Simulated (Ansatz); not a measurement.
A run of Ansatz 0.2.0 is set up as follows.

File input.yaml:

```yaml
crystal:
  lattice:
    - [0.0, 2.15540016, 2.15540016]
    - [2.15540016, 0.0, 2.15540016]
    - [2.15540016, 2.15540016, 0.0]
  atoms:
    - { symbol: Fe, position: [0.0, 0.0, 0.0], spin: 3.0 }
    - { symbol: O, position: [0.5, 0.5, 0.5] }
kpoints:
  mp_grid: { grid: [11, 11, 11] }
scf:
  occupations: { method: fermi_dirac, width: 0.05 }
hamiltonian:
  xc: pbe
  pseudopotentials: { kind: all_electron, lapw: { basis_error: 0.001 } }
magnetization:
  spin_polarized: true
output:
  forces: true
  stress: true
  eigenvalues: true
  populations: true
```

Potentials or basis: all-electron LAPW, scalar-relativistic.

Launch:

```console
$ ansatz run input.yaml --threads 2 --pin off --max-ram 6144MiB --backend cpu --events-out ev --progress --plain --runs-dir out
```

**Question.** Predict the absolute moment.

**Answer.** 4.01 μB per cell.

**Question.** Predict the band gap on the k mesh.

**Answer.** None (metal or under the smearing width).

Caveat: a cell with one magnetic atom can't hold antiferromagnetic order, which such compounds often take; semilocal functionals often make such compounds metallic where correlation or magnetic order opens a gap, which also shifts bond lengths.

The gap isn't set beside the measured one, since this odd mesh misses points on the zone boundary.
